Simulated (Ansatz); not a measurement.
# BaZrS3: the band gap up the ladder of functionals

An exercise on one series of results from a longer session: the logs are not shown, and one member is left open.

Program: Ansatz 0.2.0. PAW datasets, plane waves. Spin-unpolarised throughout; all numbers are computed.

## The structure to begin with

The cell was relaxed beforehand with r2SCAN.

It is orthorhombic, Pnma (No. 62); a = 7.130 Å, b = 10.030 Å, c = 7.036 Å in the conventional setting, 25.16 Å³ an atom. Ba has 8 S at 3.17–3.44 Å; Zr has 6 S at 2.55–2.56 Å; S has 2 Zr at 2.55 Å and 2 Ba at 3.17–3.23 Å; S has 2 Zr at 2.55–2.56 Å and 3 Ba at 3.18–3.44 Å.

The structure in full:

```xyz
20
Lattice="7.1303 0.0000 0.0000 0.0000 10.0298 0.0000 0.0000 0.0000 7.0358" Properties=species:S:1:pos:R:3 pbc="T T T"
Ba    0.3342    2.5074    0.0697
Ba    3.2310    7.5223    3.5876
Ba    3.8994    2.5074    3.4482
Ba    6.7961    7.5223    6.9661
Zr    0.0000    0.0000    3.5179
Zr    3.5652    0.0000    0.0000
Zr    3.5652    5.0149    0.0000
Zr    0.0000    5.0149    3.5179
S     7.0889    2.5074    3.9605
S     3.6066    7.5223    0.4426
S     3.5237    2.5074    6.5932
S     0.0414    7.5223    3.0753
S     1.5067    9.7001    5.5487
S     2.0584    0.3297    2.0308
S     5.0719    5.3446    5.0050
S     5.6236    4.6852    1.4871
S     5.6236    0.3297    1.4871
S     5.0719    9.7001    5.0050
S     2.0584    4.6852    2.0308
S     1.5067    5.3446    5.5487
```

The first run:

Input file input.yaml:

```yaml
crystal:
  lattice:
    - [7.1303091886, 0.0, 0.0]
    - [0.0, 10.0297760402, 0.0]
    - [0.0, 0.0, 7.0357836162]
  atoms:
    - { symbol: Ba, position: [0.0468708186, 0.25, 0.0099048991] }
    - { symbol: Ba, position: [0.4531291814, 0.75, 0.5099048991] }
    - { symbol: Ba, position: [0.5468708186, 0.25, 0.4900951009] }
    - { symbol: Ba, position: [0.9531291814, 0.75, 0.9900951009] }
    - { symbol: Zr, position: [0.0, 0.0, 0.5] }
    - { symbol: Zr, position: [0.5, 0.0, 0.0] }
    - { symbol: Zr, position: [0.5, 0.5, 0.0] }
    - { symbol: Zr, position: [0.0, 0.5, 0.5] }
    - { symbol: S, position: [0.9941874504, 0.25, 0.5629070195] }
    - { symbol: S, position: [0.5058125496, 0.75, 0.0629070195] }
    - { symbol: S, position: [0.4941874504, 0.25, 0.9370929805] }
    - { symbol: S, position: [0.0058125496, 0.75, 0.4370929805] }
    - { symbol: S, position: [0.2113102561, 0.9671303266, 0.7886375955] }
    - { symbol: S, position: [0.2886897439, 0.0328696734, 0.2886375955] }
    - { symbol: S, position: [0.7113102561, 0.5328696734, 0.7113624045] }
    - { symbol: S, position: [0.7886897439, 0.4671303266, 0.2113624045] }
    - { symbol: S, position: [0.7886897439, 0.0328696734, 0.2113624045] }
    - { symbol: S, position: [0.7113102561, 0.9671303266, 0.7113624045] }
    - { symbol: S, position: [0.2886897439, 0.4671303266, 0.2886375955] }
    - { symbol: S, position: [0.2113102561, 0.5328696734, 0.7886375955] }
kpoints:
  mp_grid: { grid: [4, 4, 4] }
  band_path:
    path:
      - [[0.0, 0.0, 0.0], [0.5, 0.0, 0.0], [0.5, 0.5, 0.0], [0.0, 0.5, 0.0], [0.0, 0.0, 0.0], [0.0, 0.0, 0.5], [0.5, 0.0, 0.5], [0.5, 0.5, 0.5], [0.0, 0.5, 0.5], [0.0, 0.0, 0.5]]
      - [[0.5, 0.0, 0.0], [0.5, 0.0, 0.5]]
      - [[0.0, 0.5, 0.0], [0.0, 0.5, 0.5]]
      - [[0.5, 0.5, 0.0], [0.5, 0.5, 0.5]]
    npoints: 10
hamiltonian:
  xc: pbe
scf:
  occupations: { method: fermi_dirac, width: 0.02 }
  n_extra_bands: 9
output:
  forces: true
  stress: true
  eigenvalues: true
```

Steps of the session up to this table: PBE bands along the symmetry lines; r2SCAN; HSE06 at the same geometry; PBE+SOC; PBE0 at the same geometry.

One table of the session follows, with a row left open; its other results are not shown here.

```
  level  gap (eV)
    PBE      1.04
 r2SCAN      1.36
  HSE06      1.80
PBE+SOC      0.99
   PBE0         ?
```

Q: Estimate the row for PBE0 from the others.

**Answer.** gap (eV): 2.47. In the column «gap (eV)» it is the highest.

Meshes: PBE 4×4×4, r2SCAN 4×4×4, HSE06 2×2×2, PBE+SOC 4×4×4, PBE0 2×2×2

Limits of these values: Warnings in the runs' records: stress scf threshold loose, stress exchange threshold loose.
